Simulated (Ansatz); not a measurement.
# SiNi3: a stacking-fault curve

The task, for SiNi3: slide the crystal rigidly across a (1 1 0) plane.

Computed with Ansatz 0.2.0 (DFT PBE, scalar-relativistic, plane waves, PAW, unless a step's input says otherwise).

2 further runs of the same task are left out: 2 set aside as unsound or not needed. Runs told in other sessions of the task aren't counted.

## (1) The structure to begin with

It takes space group Pm-3m (No. 221, cubic). The conventional cell has a = 3.506 Å, b = 3.506 Å, c = 3.506 Å, α = 90.00°, β = 90.00°, γ = 90.00°. Si (site symmetry m-3m) is surrounded by 12 Ni at 2.48 Å. Around Ni (site symmetry 4/mmm) lie 4 Si at 2.48 Å and 8 Ni at 2.48 Å.

Structure file:

```
CELL_PARAMETERS angstrom
0.00000 0.00000 -3.50626
-3.50626 3.50626 0.00000
7.01252 7.01252 0.00000
ATOMIC_POSITIONS crystal
Si 0.00000 0.50000 0.25000
Si 0.00000 0.00000 0.50000
Si 0.00000 0.50000 0.75000
Si 0.00000 0.00000 0.00000
Ni 0.50000 0.25000 0.12500
Ni 0.50000 0.75000 0.37500
Ni 0.50000 0.25000 0.62500
Ni 0.50000 0.75000 0.87500
Ni 0.50000 0.25000 0.37500
Ni 0.50000 0.75000 0.62500
Ni 0.50000 0.25000 0.87500
Ni 0.50000 0.75000 0.12500
Ni 0.00000 0.00000 0.25000
Ni 0.00000 0.50000 0.50000
Ni 0.00000 0.00000 0.75000
Ni 0.00000 0.50000 0.00000
```

It is built from the cell relaxed beforehand with the same method (10.78 Å³/atom).

## (2) Zero of the scan

input.yaml

```yaml
crystal:
  lattice:
    - [0.0, 0.0, -3.5062596265]
    - [-3.5062596265, 3.5062596265, 0.0]
    - [7.0125192531, 7.0125192531, 0.0]
  atoms:
    - { symbol: Si, position: [1.0, 0.5, 0.25] }
    - { symbol: Si, position: [1.0, 0.0, 0.5] }
    - { symbol: Si, position: [1.0, 0.5, 0.75] }
    - { symbol: Si, position: [1.0, 0.0, 0.0] }
    - { symbol: Ni, position: [0.5, 0.25, 0.125] }
    - { symbol: Ni, position: [0.5, 0.75, 0.375] }
    - { symbol: Ni, position: [0.5, 0.25, 0.625] }
    - { symbol: Ni, position: [0.5, 0.75, 0.875] }
    - { symbol: Ni, position: [0.5, 0.25, 0.375] }
    - { symbol: Ni, position: [0.5, 0.75, 0.625] }
    - { symbol: Ni, position: [0.5, 0.25, 0.875] }
    - { symbol: Ni, position: [0.5, 0.75, 0.125] }
    - { symbol: Ni, position: [1.0, 0.0, 0.25] }
    - { symbol: Ni, position: [1.0, 0.5, 0.5] }
    - { symbol: Ni, position: [1.0, 0.0, 0.75] }
    - { symbol: Ni, position: [1.0, 0.5, 0.0] }
basis:
  ecutwfc: 420
kpoints:
  mp_grid: { grid: [13, 10, 5] }
hamiltonian:
  xc: pbe
scf:
  occupations: { method: gaussian, width: 0.15 }
output:
  forces: true
  stress: true
  eigenvalues: true
```

The run is started by

```bash
$ ansatz run input.yaml --threads 2 --pin off --max-ram 5120MiB --backend cpu --events-out ev --progress --plain --runs-dir out
```

## (3) The scan: a stacking-fault curve

The cut lies on the cell's a–b face, a (1 1 0) plane of area 17.39 Å², between layers 1.24 Å apart (Ni below, Ni, Si above); the cell is 9.9 Å thick. Vector c is tilted by f times 1·a + 0·b (length 3.506 Å) with the atoms' Cartesian places fixed: one unrelaxed fault per cell.

## (4) f = 0.200

input.yaml

```yaml
crystal:
  lattice:
    - [0.0, 0.0, -3.5062596265]
    - [-3.5062596265, 3.5062596265, 0.0]
    - [7.0125192531, 7.0125192531, -0.7012519253]
  atoms:
    - { symbol: Si, position: [0.9875, 0.5, 0.0625] }
    - { symbol: Si, position: [0.9375, 0.0, 0.3125] }
    - { symbol: Si, position: [0.8875, 0.5, 0.5625] }
    - { symbol: Si, position: [0.8375, 0.0, 0.8125] }
    - { symbol: Ni, position: [0.3125, 0.25, 0.9375] }
    - { symbol: Ni, position: [0.4625, 0.75, 0.1875] }
    - { symbol: Ni, position: [0.4125, 0.25, 0.4375] }
    - { symbol: Ni, position: [0.3625, 0.75, 0.6875] }
    - { symbol: Ni, position: [0.4625, 0.25, 0.1875] }
    - { symbol: Ni, position: [0.4125, 0.75, 0.4375] }
    - { symbol: Ni, position: [0.3625, 0.25, 0.6875] }
    - { symbol: Ni, position: [0.3125, 0.75, 0.9375] }
    - { symbol: Ni, position: [0.9875, 0.0, 0.0625] }
    - { symbol: Ni, position: [0.9375, 0.5, 0.3125] }
    - { symbol: Ni, position: [0.8875, 0.0, 0.5625] }
    - { symbol: Ni, position: [0.8375, 0.5, 0.8125] }
basis:
  ecutwfc: 420
kpoints:
  mp_grid: { grid: [13, 10, 5] }
hamiltonian:
  xc: pbe
scf:
  occupations: { method: gaussian, width: 0.15 }
output:
  forces: true
  stress: true
  eigenvalues: true
```

## (5) f = 0.400

input.yaml

```yaml
crystal:
  lattice:
    - [0.0, 0.0, -3.5062596265]
    - [-3.5062596265, 3.5062596265, 0.0]
    - [7.0125192531, 7.0125192531, -1.4025038506]
  atoms:
    - { symbol: Si, position: [0.975, 0.5, 0.0625] }
    - { symbol: Si, position: [0.875, 0.0, 0.3125] }
    - { symbol: Si, position: [0.775, 0.5, 0.5625] }
    - { symbol: Si, position: [0.675, 0.0, 0.8125] }
    - { symbol: Ni, position: [0.125, 0.25, 0.9375] }
    - { symbol: Ni, position: [0.425, 0.75, 0.1875] }
    - { symbol: Ni, position: [0.325, 0.25, 0.4375] }
    - { symbol: Ni, position: [0.225, 0.75, 0.6875] }
    - { symbol: Ni, position: [0.425, 0.25, 0.1875] }
    - { symbol: Ni, position: [0.325, 0.75, 0.4375] }
    - { symbol: Ni, position: [0.225, 0.25, 0.6875] }
    - { symbol: Ni, position: [0.125, 0.75, 0.9375] }
    - { symbol: Ni, position: [0.975, 0.0, 0.0625] }
    - { symbol: Ni, position: [0.875, 0.5, 0.3125] }
    - { symbol: Ni, position: [0.775, 0.0, 0.5625] }
    - { symbol: Ni, position: [0.675, 0.5, 0.8125] }
basis:
  ecutwfc: 420
kpoints:
  mp_grid: { grid: [13, 10, 5] }
hamiltonian:
  xc: pbe
scf:
  occupations: { method: gaussian, width: 0.15 }
output:
  forces: true
  stress: true
  eigenvalues: true
  write_density: true
  write_potential: true
  elf: true
  volumetric_format: npy
```

## (6) f = 0.100

input.yaml

```yaml
crystal:
  lattice:
    - [0.0, 0.0, -3.5062596265]
    - [-3.5062596265, 3.5062596265, 0.0]
    - [7.0125192531, 7.0125192531, -0.3506259626]
  atoms:
    - { symbol: Si, position: [0.99375, 0.5, 0.0625] }
    - { symbol: Si, position: [0.96875, 0.0, 0.3125] }
    - { symbol: Si, position: [0.94375, 0.5, 0.5625] }
    - { symbol: Si, position: [0.91875, 0.0, 0.8125] }
    - { symbol: Ni, position: [0.40625, 0.25, 0.9375] }
    - { symbol: Ni, position: [0.48125, 0.75, 0.1875] }
    - { symbol: Ni, position: [0.45625, 0.25, 0.4375] }
    - { symbol: Ni, position: [0.43125, 0.75, 0.6875] }
    - { symbol: Ni, position: [0.48125, 0.25, 0.1875] }
    - { symbol: Ni, position: [0.45625, 0.75, 0.4375] }
    - { symbol: Ni, position: [0.43125, 0.25, 0.6875] }
    - { symbol: Ni, position: [0.40625, 0.75, 0.9375] }
    - { symbol: Ni, position: [0.99375, 0.0, 0.0625] }
    - { symbol: Ni, position: [0.96875, 0.5, 0.3125] }
    - { symbol: Ni, position: [0.94375, 0.0, 0.5625] }
    - { symbol: Ni, position: [0.91875, 0.5, 0.8125] }
basis:
  ecutwfc: 420
kpoints:
  mp_grid: { grid: [13, 10, 5] }
hamiltonian:
  xc: pbe
scf:
  occupations: { method: gaussian, width: 0.15 }
output:
  forces: true
  stress: true
  eigenvalues: true
```

(Steps that only read results are left out.)

Q: Predict the outcome of this session. Wanted: largest shear traction sampled.

**Answer**, as computed:

| quantity | value |
| --- | --- |
| highest fault energy sampled | 9106 mJ/m² at f = 0.400 |
| largest shear traction sampled | 78.0 GPa |

**Reading.** Of the points run, the one at f = 0.400 is highest, 9106 mJ/m². The values are for rigid blocks: relaxation normal to the plane would bring them down. The final runs have no spin polarisation, so a magnetic state may lie lower. Where forces pass 15 eV/Å atoms stand far too close, the PAW spheres overlap strongly and those numbers are rough.
